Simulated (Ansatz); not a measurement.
# HfSiO4: the cost of one run

Program: Ansatz 0.2.0. Level of theory: DFT PBE, scalar-relativistic, plane waves, PAW. These are calculated values, not measurements.

5 further runs of the same task are left out: 5 set aside as unsound or not needed.

## (1) The starting structure

The cell holds 36 atoms (Hf5O24PSi6): a = 6.645 Å, b = 6.645 Å, c = 10.173 Å, α = 109.06°, β = 109.06°, γ = 90.00°.

The coordinates of this cell stand in the input of its own run.

The host was relaxed before at PBE: a = 6.645 Å, b = 6.645 Å, c = 6.015 Å, α = 90.00°, β = 90.00°, γ = 90.00° (conventional cell), 11.066 Å³/atom.

Places, in fractions of the supercell: P in place of Hf at (0.000, 0.000, 0.000). The start keeps the symmetry of the ideal site.

## (2) Band edges of the host over the zone

File input.yaml:

```yaml
crystal:
  lattice:
    - [-3.3224525179, 3.3224525179, 3.0074740519]
    - [3.3224525179, -3.3224525179, 3.0074740519]
    - [3.3224525179, 3.3224525179, -3.0074740519]
  atoms:
    - { symbol: Hf, position: [0.0, 0.0, 0.0] }
    - { symbol: Hf, position: [0.75, 0.25, 0.5] }
    - { symbol: Si, position: [0.25, 0.75, 0.5] }
    - { symbol: Si, position: [0.5, 0.5, 0.0] }
    - { symbol: O, position: [0.1347298441, 0.3189389216, 0.8157909225] }
    - { symbol: O, position: [0.0689389216, 0.7531479991, 0.6842090775] }
    - { symbol: O, position: [0.0689389216, 0.3847298441, 0.3157909225] }
    - { symbol: O, position: [0.5031479991, 0.3189389216, 0.1842090775] }
    - { symbol: O, position: [0.6810610784, 0.4968520009, 0.8157909225] }
    - { symbol: O, position: [0.6152701559, 0.9310610784, 0.6842090775] }
    - { symbol: O, position: [0.2468520009, 0.9310610784, 0.3157909225] }
    - { symbol: O, position: [0.6810610784, 0.8652701559, 0.1842090775] }
basis:
  ecutwfc: 420
  xc_grid: 2
kpoints:
  mp_grid: { grid: [6, 6, 6] }
  band_path: { path: [VBM, CBM], npoints: 2 }
hamiltonian:
  xc: pbe
scf:
  occupations: { method: gaussian, width: 0.02 }
output:
  forces: true
  stress: true
  eigenvalues: true
```

Launch:

```
> ansatz run input.yaml --threads 8 --pin off --max-ram 16384MiB --backend cpu --events-out ev --progress --plain --runs-dir out
```

Q: Estimate wall time and peak memory on 8 threads of Arm Neoverse V2, shared host.

About 8.8 s, with a peak of 0.78 GiB.
